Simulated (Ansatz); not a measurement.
# W under changes of volume

One of the cells (15.848 Å³/atom); the others are scaled copies at fixed shape and fractional positions:

```
W
1.0
    -1.58234    1.58234    1.58234
     1.58234   -1.58234    1.58234
     1.58234    1.58234   -1.58234
W
1
Cartesian
  0.0000 0.0000 0.0000
```

```yaml
Program: Ansatz 0.2.0
Functional: PBE
Potentials_or_basis: all-electron LAPW, scalar-relativistic
Cutoff: 309 eV (chosen from the basis error)
Basis_error_allowed: 0.0005 eV/atom
k_mesh: 12 × 12 × 12
Occupations: fermi-dirac, width 0.05 eV
Spin: no spin polarisation
```

```csv
volume (Å³/atom),energy over the lowest point (meV/atom),pressure (GPa)
14.897,103.89,28.2
15.214,?,?
15.531,24.03,12.6
15.848,5.68,5.9
16.165,0.00,-0.2
16.482,5.89,-5.8
16.798,22.33,-10.9
```

Problem. What does the run at 15.214 Å³/atom give?

Solution. Energy over the lowest point 56.29 meV/atom; pressure 20.1 GPa.

Worked out: A Birch-Murnaghan fit of order 3 (a polynomial in V^(-2/3)) to the other rows has its minimum at 16.16 Å³/atom with B0 = V·E''(V) = 299 GPa and B' = 3.7. It gives 56.33 meV/atom at 15.214 Å³/atom, against the run's 56.29, and -dE/dV = 20.1 GPa, against 20.1.

Energies are extrapolated to zero smearing.
